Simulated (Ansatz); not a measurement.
Crystal: Sn.

```
Sn
1.0
    -1.72654    1.77555    2.33834
     1.72654   -1.77555    2.33834
     1.72654    1.77555   -2.33834
Sn
1
Direct
  0.00000 0.00000 0.00000
```

This isn't the form of Sn at room conditions, which is tetragonal (white tin).

```yaml
Program: Ansatz 0.2.0
Task: relaxation of cell and atoms
Functional: PBE
Potentials_or_basis: all-electron LAPW, scalar-relativistic
Basis_error_allowed: 0.001 eV/atom
k_mesh: 11 × 11 × 11
Occupations: fermi-dirac, width 0.05 eV
Spin: no spin polarisation
```

At the start: volume 28.67 Å³/atom.

Question: How do energy, volume and symmetry change on relaxing?

Answer: Over 5 steps the energy falls by 5.1 meV/atom and the volume is 28.05 Å³/atom (-2.2 %); space group I4/mmm (No. 139, to 0.05 Å).

Step by step:
```tsv
step	energy change (eV)	largest force (eV/Å)	volume (Å³)
1	0.0000	0.0000	28.67
2	-0.0045	0.0000	28.02
3	-0.0050	0.0000	27.99
4	-0.0051	0.0000	28.05
5	-0.0051	0.0000	28.05
```

Final structure:
```
Sn
1.0
    -1.72708    1.72699    2.35080
     1.72708   -1.72699    2.35080
     1.72708    1.72699   -2.35080
Sn
1
Direct
  0.00000 0.00000 0.00000
```
